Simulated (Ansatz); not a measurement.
We consider cubic perovskite BaSnO₃, described by r²SCAN+SOC (plane waves, PAW; Ansatz, a quantum-chemistry and plane-wave program).

Settings: plane-wave cutoff 560 eV, 8×8×8 k mesh, Fermi–Dirac smearing 0.01 eV, PAW data made under PBE.

Pressure at four volumes; x = ln(V/14.100 Å³). One pressure is withheld.

```
V (Å³/atom)        x  P (GPa)
-----------  -------  -------
13.254       -0.0619    11.34
14.100        0.0000    -0.01
14.664        0.0392    -5.65
14.946        0.0583        ?
```

Pass a parabola P(x) through the three rows shown, estimate the bulk modulus and its pressure derivative near zero pressure, and predict the withheld pressure.

Slopes between the rows: (-0.01 − (11.34))/(0.0000 − (-0.0619)) = -183.36 and (-5.65 − (-0.01))/(0.0392 − (0.0000)) = -143.88 GPa. Their difference over the span 0.1011 is c = 39.48/0.1011 = 390.5 GPa, so P(x) = 11.34 + (-183.36)(x − (-0.0619)) + 390.5 (x − (-0.0619))(x − (0.0000)). At the middle row B = −dP/dx = −[-183.36 + 390.5 × 0.0619] = 159.2 GPa, and B′ = dB/dP = 2c/B = 4.9. At x = 0.0583 the parabola gives -7.96 GPa; the run gives -8.02 GPa. The Birch–Murnaghan fit to the energies at all volumes has B0 = 158 GPa and B′ = 4.8.
